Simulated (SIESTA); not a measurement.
SiRu:

```
Ru Si
1.0
     4.70860    0.00000    0.00000
     0.00000    4.70860    0.00000
     0.00000    0.00000    4.70860
Ru Si
4 4
Cartesian
  0.6093 0.6093 0.6093
  1.7450 4.0993 2.9636
  2.9636 1.7450 4.0993
  4.0993 2.9636 1.7450
  3.9438 3.9438 3.9438
  3.1191 0.7648 1.5895
  1.5895 3.1191 0.7648
  0.7648 1.5895 3.1191
```

The cell comes from a database or a generator and needn't be the stable form of this composition.

Program: SIESTA 5.4.2. Alike in all runs: no spin polarisation; cell as given; k mesh 6 × 6 × 6; smearing fermi-dirac 0.05 eV; grid cutoff 800 Ry; energy shift 0.003 Ry.

Order these runs on this cell by their pressure, lowest first.
A. level PBE; potentials or basis PseudoDojo 0.4 standard (PBE files), DZP (energy shift 0.003 Ry; two zetas on semicore shells)
B. level PBEsol; potentials or basis PseudoDojo 0.4 standard (PBEsol files), DZP (energy shift 0.003 Ry; two zetas on semicore shells)
C. level LDA; potentials or basis PseudoDojo 0.4 standard (LDA files), DZP (energy shift 0.003 Ry; two zetas on semicore shells)

C (-3.9 GPa), B (0.7 GPa), A (7.4 GPa).

Caveats: the basis of atomic orbitals isn't converged, which shifts pressures, moduli and gaps.

Not every run made on this cell is shown here.
